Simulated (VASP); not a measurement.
The system is Al2O3 (Corundum).

```
Al O
1.0
     2.38025    1.37424    4.33187
    -2.38025    1.37424    4.33187
     0.00000   -2.74848    4.33187
Al O
4 6
Cartesian
  0.0000 0.0000 11.0743
  0.0000 0.0000 8.4191
  0.0000 0.0000 1.9213
  0.0000 0.0000 4.5765
  -1.6503 -0.1099 5.4148
  0.7300 1.4841 5.4148
  0.9203 -1.3742 5.4148
  1.6503 0.1099 7.5808
  -0.7300 -1.4841 7.5808
  -0.9203 1.3742 7.5808
```

Program: VASP 6.6.1. Alike in all runs: level PBE; potentials or basis VASP PAW PBE potentials, release 64 (Al, O); no spin polarisation; cell as given; k mesh 5 × 5 × 5; cutoff (eV) 520; smearing gaussian 0.02 eV. Hardware: 1 thread of Intel(R) Xeon(R) 6975P-C (Granite Rapids), with other jobs on the host.

Task: Order these runs on this cell by their wall time, lowest first.
A. task density of states; k mesh for the DOS 8 × 8 × 8; occupations for the DOS tetrahedron
B. task atomic charges
C. task dielectric tensor

Result: B (31 s), A (75 s), C (260 s).
